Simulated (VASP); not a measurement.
# AgBr (Fm-3m) in VASP: a series of runs

The runs below take AgBr through single point, with PBEsol, r2SCAN.

Everything below comes from runs of VASP 6.6.1. Logs are shortened: lines on timing, memory, paths and dates and some standing lists are left out, and cuts for length are marked.

## Step 1: The structure

The structure is cubic, space group Fm-3m (No. 225). Conventional cell: a = 5.772 Å, b = 5.772 Å, c = 5.772 Å, α = 90.00°, β = 90.00°, γ = 90.00°. Ag (site symmetry m-3m) is surrounded by 6 Br at 2.89 Å. Br (site symmetry m-3m) has 6 Ag at 2.89 Å as nearest neighbours.

## Step 2: Single point, PBEsol (functional pbesol, volume scaled by 0.96)

Contents of INCAR:

```
SYSTEM = AgBr
PREC = Accurate
ENCUT = 520
EDIFF = 1E-6
ISMEAR = -1
SIGMA = 0.03
LREAL = .False.
LASPH = .True.
NELM = 80
ALGO = Normal
ISIF = 2
LWAVE = .False.
LCHARG = .False.
GGA = PS
NBANDS = 16
```

Contents of KPOINTS:

```
Automatic mesh
0
Gamma
  7 7 7
  0 0 0
```

Contents of POSCAR:

```
AgBr
1.0
    0.0000000000      2.8470445428      2.8470445428
    2.8470445428      0.0000000000      2.8470445428
    2.8470445428      2.8470445428      0.0000000000
Ag Br
1 1
Direct
    0.5000000000      0.5000000000      0.5000000000
    0.0000000000      0.0000000000      0.0000000000
```

Potentials or basis: VASP PAW PBE potentials, release 64 (Ag, Br).

Launch:

```bash
$ cat potpaw_PBE.64/Ag/POTCAR potpaw_PBE.64/Br/POTCAR > POTCAR
$ mpirun -np 1 vasp_std > vasp.out
```

OUTCAR:

```text
SYSTEM = AgBr
   PREC = Accurate
   ENCUT = 520
   EDIFF = 1E-6
   ISMEAR = -1
   LREAL = .False.
   LASPH = .True.
   NELM = 80
   ISIF = 2
   GGA = PS

 ion  position               nearest neighbor table
   1  0.500  0.500  0.500-   2 2.85   2 2.85   2 2.85   2 2.85   2 2.85   2 2.85
   2  0.000  0.000  0.000-   1 2.85   1 2.85   1 2.85   1 2.85   1 2.85   1 2.85

  LATTYP: Found a face centered cubic cell.
 ALAT       =     5.6940890856

  Lattice vectors:

 A1 = (   0.0000000000,   2.8470445428,   2.8470445428)
 A2 = (   2.8470445428,   0.0000000000,   2.8470445428)
 A3 = (   2.8470445428,   2.8470445428,   0.0000000000)

Analysis of symmetry for initial positions (statically):
=====================================================================
 Subroutine PRICEL returns:
 Original cell was already a primitive cell.

 Routine SETGRP: Setting up the symmetry group for a
 face centered cubic supercell.

 Subroutine GETGRP returns: Found 48 space group operations
 (whereof 48 operations were pure point group operations)
 out of a pool of 48 trial point group operations.

The static configuration has the point symmetry O_h .

Analysis of symmetry for dynamics (positions and initial velocities):
=====================================================================
 Subroutine PRICEL returns:
 Original cell was already a primitive cell.

 Routine SETGRP: Setting up the symmetry group for a
 face centered cubic supercell.

 Subroutine GETGRP returns: Found 48 space group operations
 (whereof 48 operations were pure point group operations)
 out of a pool of 48 trial point group operations.

The dynamic configuration has the point symmetry O_h .

 Subroutine INISYM returns: Found 48 space group operations
 (whereof 48 operations are pure point group operations),
 and found     1 'primitive' translations

----------------------------------------------------------------------------------------

                                     Primitive cell

  volume of cell :      46.1544

  direct lattice vectors                    reciprocal lattice vectors
     0.000000000  2.847044543  2.847044543    -0.175620716  0.175620716  0.175620716
     2.847044543  0.000000000  2.847044543     0.175620716 -0.175620716  0.175620716
     2.847044543  2.847044543  0.000000000     0.175620716  0.175620716 -0.175620716

  length of vectors
     4.026329005  4.026329005  4.026329005     0.304184002  0.304184002  0.304184002

  position of ions in fractional coordinates (direct lattice)
     0.500000000  0.500000000  0.500000000
     0.000000000  0.000000000  0.000000000

  ion indices of the primitive-cell ions
   primitive index   ion index
                 1           1
                 2           2

----------------------------------------------------------------------------------------

 KPOINTS: Automatic mesh

Automatic generation of k-mesh.
 Grid dimensions read from file:
 generate k-points for:    7    7    7

 Generating k-lattice:

  Cartesian coordinates                     Fractional coordinates (reciprocal lattice)
    -0.025088674  0.025088674  0.025088674     0.142857143  0.000000000  0.000000000
     0.025088674 -0.025088674  0.025088674     0.000000000  0.142857143  0.000000000
     0.025088674  0.025088674 -0.025088674     0.000000000  0.000000000  0.142857143

  Length of vectors
     0.043454857  0.043454857  0.043454857

  Shift w.r.t. Gamma in fractional coordinates (k-lattice)
     0.000000000  0.000000000  0.000000000

 Subroutine IBZKPT returns following result:
 ===========================================

 Found     20 irreducible k-points:

 Following reciprocal coordinates:
            Coordinates               Weight
  0.000000  0.000000  0.000000      1.000000
  0.142857  0.000000  0.000000      8.000000
  0.285714  0.000000  0.000000      8.000000
  0.428571  0.000000  0.000000      8.000000
  0.142857  0.142857  0.000000      6.000000
  0.285714  0.142857  0.000000     24.000000
[... 12 lines left out ...]
 -0.428571  0.428571  0.142857     24.000000
 -0.285714  0.428571  0.142857     24.000000
   k-points           NKPTS =     20   k-points in BZ     NKDIM =     20   number of bands    NBANDS=     16
   number of dos      NEDOS =    301   number of ions     NIONS =      2
   total plane-waves  NPLWV =  27000
   dimension x,y,z NGX =    30 NGY =   30 NGZ =   30
   dimension x,y,z NGXF=    60 NGYF=   60 NGZF=   60
   ions per type =               1   1
   NGX,Y,Z   is equivalent  to a cutoff of  12.39, 12.39, 12.39 a.u.
   NGXF,Y,Z  is equivalent  to a cutoff of  24.77, 24.77, 24.77 a.u.
 SYSTEM =  AgBr
   PREC   = accura    normal or accurate (medium, high low for compatibility)
   ISTART =      0    job   : 0-new  1-cont  2-samecut
   ICHARG =      2    charge: 1-file 2-atom 10-const
   ISPIN  =      1    spin polarized calculation?
   LNONCOLLINEAR =      F non collinear calculations
   LSORBIT =      F    spin-orbit coupling
   LASPH  =      T    aspherical Exc in radial PAW
   ENCUT  =  520.0 eV  38.22 Ry    6.18 a.u.   7.49  7.49  7.49*2*pi/ulx,y,z
   NELM   =     80;   NELMIN=  2; NELMDL= -5     # of ELM steps
   EDIFF  = 0.1E-05   stopping-criterion for ELM
   LREAL  =      F    real-space projection
   EDIFFG = 0.1E-04   stopping-criterion for IOM
   NSW    =      0    number of steps for IOM
   IBRION =     -1    ionic relax: 0-MD 1-quasi-New 2-CG
   NFREE  =      0    steps in history (QN), initial steepest desc. (CG)
   ISIF   =      2    stress and relaxation
   ISYM   =      2    0-nonsym 1-usesym 2-fastsym
   POTIM  = 0.5000    time-step for ionic-motion
   TEBEG  =    0.0;   TEEND  =   0.0 temperature during run
   PSTRESS=    0.0 pullay stress
   NELECT =      18.0000    total number of electrons
   NUPDOWN=      -1.0000    fix difference up-down
   EMIN   =  10.00;   EMAX   =-10.00  energy-range for DOS
   EFERMI =   0.00;   METHOD = LEGACY
   ISMEAR =    -1;   SIGMA  =   0.03  broadening in eV -4-tet -1-fermi 0-gaus
   EFERMI_NEDOS =   21; number of points for ismear=-14 and -15
   IALGO  =     38    algorithm
   IMIX   =      4    mixing-type and parameters
     AMIX     =   0.40;   BMIX     =  1.00
     AMIX_MAG =   1.60;   BMIX_MAG =  1.00
  volume/ion in A,a.u.               =      23.08       155.73
  Fermi-wavevector in a.u.,A,eV,Ry     =   1.196083  2.260270 19.464700  1.430615
  Thomas-Fermi vector in A             =   2.332032
   LORBIT       =      0    0 simple, 1 ext, 2 COOP (PROOUT), +10 PAW based schemes
   GGA     = PS    functional components
   LHFCALC =     F    Hartree Fock is set to
   AEXX    =    0.0000 exact exchange contribution
   IVDW    =     0    specifies the selected vdW correction
   LEPSILON=     F    determine dielectric tensor
   LRPA    =     F    only Hartree local field effects (RPA)
 non-spin polarized calculation
  energy-cutoff  :      520.00
  volume of cell :       46.15
 maximum number of plane-waves:      1267
 NGX is ok and might be reduce to    30
   NGX = 15   NGY = 15   NGZ = 15

 number of electron      17.9999999 magnetization

 Free energy of the ion-electron system (eV)
  ---------------------------------------------------
  ext. energy  EPLUGINS =         0.00000000
  ---------------------------------------------------
  free energy    TOTEN  =        -5.69717686 eV

  energy without entropy =       -5.69717547  energy(sigma->0) =       -5.69717617

 E-fermi :   4.0637     XC(G=0): -10.2106

 val. band max:        3.7242744744   @ k =   0.4286   0.0000   0.0000
 cond. band min:       4.3008944960   @ k =   0.0000   0.0000   0.0000
 fundamental gap:      0.5766200216
 Fermi energy:         4.0636894495

 k-point     1 :       0.0000    0.0000    0.0000
  band No.  band energies     occupation
      1     -11.4719      2.00000
      2       0.8709      2.00000
      3       0.8709      2.00000
      4       0.8709      2.00000
      5       0.8709      2.00000
      6       0.8709      2.00000
[... 8 lines left out ...]
     15      15.5554      0.00000
     16      15.5554      0.00000

 k-point     2 :       0.1429    0.0000    0.0000
  band No.  band energies     occupation
      1     -11.3869      2.00000
      2       0.3515      2.00000
      3       0.3704      2.00000
      4       0.3704      2.00000
      5       0.9310      2.00000
      6       0.9310      2.00000
[... 8 lines left out ...]
     15      14.6541      0.00000
     16      14.9388      0.00000

 k-point     3 :       0.2857    0.0000    0.0000
  band No.  band energies     occupation
      1     -11.1842      2.00000
      2      -0.8636      2.00000
      3      -0.2076      2.00000
      4      -0.2076      2.00000
      5       1.0708      2.00000
      6       1.0708      2.00000
[... 8 lines left out ...]
     15      15.3506      0.00000
     16      15.3506      0.00000

 k-point     4 :       0.4286    0.0000    0.0000
  band No.  band energies     occupation
      1     -11.0081      2.00000
      2      -1.6452      2.00000
      3      -0.5252      2.00000
      4      -0.5252      2.00000
      5       1.1879      2.00000
      6       1.1879      2.00000
[... 8 lines left out ...]
     15      16.6207      0.00000
     16      16.6207      0.00000
[... 248 lines left out ...]
 k-point    18 :      -0.4286    0.2857    0.1429
  band No.  band energies     occupation
      1     -10.9578      2.00000
      2      -1.1825      2.00000
      3      -0.4743      2.00000
      4      -0.3007      2.00000
      5       1.1234      2.00000
      6       1.2210      2.00000
[... 8 lines left out ...]
     15      16.7733      0.00000
     16      18.2634      0.00000

 k-point    19 :      -0.4286    0.4286    0.1429
  band No.  band energies     occupation
      1     -10.9446      2.00000
      2      -0.7995      2.00000
      3      -0.2431      2.00000
      4       0.0181      2.00000
      5       1.1421      2.00000
      6       1.2556      2.00000
[... 8 lines left out ...]
     15      17.5747      0.00000
     16      18.9973      0.00000

 k-point    20 :      -0.2857    0.4286    0.1429
  band No.  band energies     occupation
      1     -10.9204      2.00000
      2      -0.7418      2.00000
      3      -0.4564      2.00000
      4      -0.3124      2.00000
      5       1.1669      2.00000
      6       1.2673      2.00000
[... 8 lines left out ...]
     15      16.5083      0.00000
     16      19.1067      0.00000

------------------------ aborting loop because EDIFF is reached ----------------------------------------

  FORCE on cell =-STRESS in cart. coord.  units (eV):
  Direction    XX          YY          ZZ          XY          YZ          ZX
  --------------------------------------------------------------------------------------
  -------------------------------------------------------------------------------------
  Total       -0.1615673     -0.1615673     -0.1615673      0.0000000      0.0000000     -0.0000000
  in kB       -5.6085588     -5.6085588     -5.6085588      0.0000000      0.0000000     -0.0000000
  external PRESSURE =      -5.6085588 kB  Pullay stress =       0.0000000 kB

 VOLUME and BASIS-vectors are now :
 -----------------------------------------------------------------------------
  energy-cutoff  :      520.00
  volume of cell :       46.15
      direct lattice vectors                 reciprocal lattice vectors
     0.000000000  2.847044543  2.847044543    -0.175620716  0.175620716  0.175620716
     2.847044543  0.000000000  2.847044543     0.175620716 -0.175620716  0.175620716
     2.847044543  2.847044543  0.000000000     0.175620716  0.175620716 -0.175620716

 POSITION                                       TOTAL-FORCE (eV/Angst)
 -----------------------------------------------------------------------------------
      2.84704      2.84704      2.84704        -0.000000      0.000000     -0.000000
      0.00000      0.00000      0.00000         0.000000     -0.000000      0.000000
 -----------------------------------------------------------------------------------
    total drift:                                0.000000      0.000000      0.000000

  FREE ENERGIE OF THE ION-ELECTRON SYSTEM (eV)
  ---------------------------------------------------
  free  energy   TOTEN  =        -5.6971768599 eV

  energy  without entropy=       -5.6971754735  energy(sigma->0) =       -5.69717617
```

Wall time 8.7 s (1 thread of Intel Xeon Platinum 8488C (Sapphire Rapids), shared host); peak memory 0.17 GiB.

Results:

```
Free energy            : -5.6972 eV
Pressure               : -0.6 GPa
Band gap on the k mesh : 0.58 eV, indirect (least direct gap 2.54 eV)
```

Levels at points of the mesh, in eV from the valence-band top:
| k point | band 6 | band 7 | band 8 | band 9 | band 10 | band 11 | band 12 | band 13 |
| --- | --- | --- | --- | --- | --- | --- | --- | --- |
| (0.00, 0.00, 0.00) | -2.85 | -1.96 | -1.96 | -1.96 | 0.58 | 9.88 | 9.88 | 9.88 |

Caveat: the PAW data sets were made with another functional, which shifts forces and pressure a little; an odd mesh through Γ misses points on the zone boundary, where band edges often lie.

## Step 3: Single point, r2SCAN

Contents of POSCAR:

```
AgBr
1.0
    0.0000000000      2.8860500000      2.8860500000
    2.8860500000      0.0000000000      2.8860500000
    2.8860500000      2.8860500000      0.0000000000
Ag Br
1 1
Direct
    0.5000000000      0.5000000000      0.5000000000
    0.0000000000      0.0000000000      0.0000000000
```

Contents of INCAR.step1:

```
SYSTEM = AgBr
ALGO = Normal
EDIFF = 1E-4
ENCUT = 520
GGA = PE
ISMEAR = -1
LASPH = .True.
LCHARG = .False.
LREAL = .False.
LWAVE = .True.
NBANDS = 16
NELM = 100
PREC = Accurate
SIGMA = 0.03
```

Contents of INCAR.step2:

```
SYSTEM = AgBr
ALGO = Normal
EDIFF = 1E-6
ENCUT = 520
ISIF = 2
ISMEAR = -1
ISTART = 1
LASPH = .True.
LCHARG = .True.
LELF = .True.
LMIXTAU = .True.
LREAL = .False.
LVHAR = .True.
LWAVE = .False.
METAGGA = R2SCAN
NBANDS = 16
NELM = 100
PREC = Accurate
SIGMA = 0.03
```

Contents of KPOINTS:

```
k-points
0
Gamma
  7 7 7
  0 0 0
```

Potentials or basis: VASP PAW PBE potentials, release 64 (Ag, Br).

Launch:

```bash
$ cat potpaw_PBE.64/Ag/POTCAR potpaw_PBE.64/Br/POTCAR > POTCAR
$ cp INCAR.step1 INCAR
$ mpirun -np 1 vasp_std > vasp.out
$ cp INCAR.step2 INCAR
$ mpirun -np 1 vasp_std > vasp.out
```

It took 40 s on 1 thread of Intel Xeon Platinum 8488C (Sapphire Rapids), shared host; peak memory 0.17 GiB.

Results (log left out):

```yaml
Free_energy: -35.5140 eV
Pressure: 0.3 GPa
Band_gap_on_the_k_mesh: 1.32 eV, indirect (least direct gap 3.21 eV)
```

Levels at points of the mesh, in eV from the valence-band top:
```tsv
k point	band 6	band 7	band 8	band 9	band 10	band 11	band 12	band 13
(0.00, 0.00, 0.00)	-2.63	-1.90	-1.90	-1.90	1.32	10.49	10.49	10.49
```

Caveat: the PAW data sets were made with another functional, which shifts forces and pressure a little; an odd mesh through Γ misses points on the zone boundary, where band edges often lie.
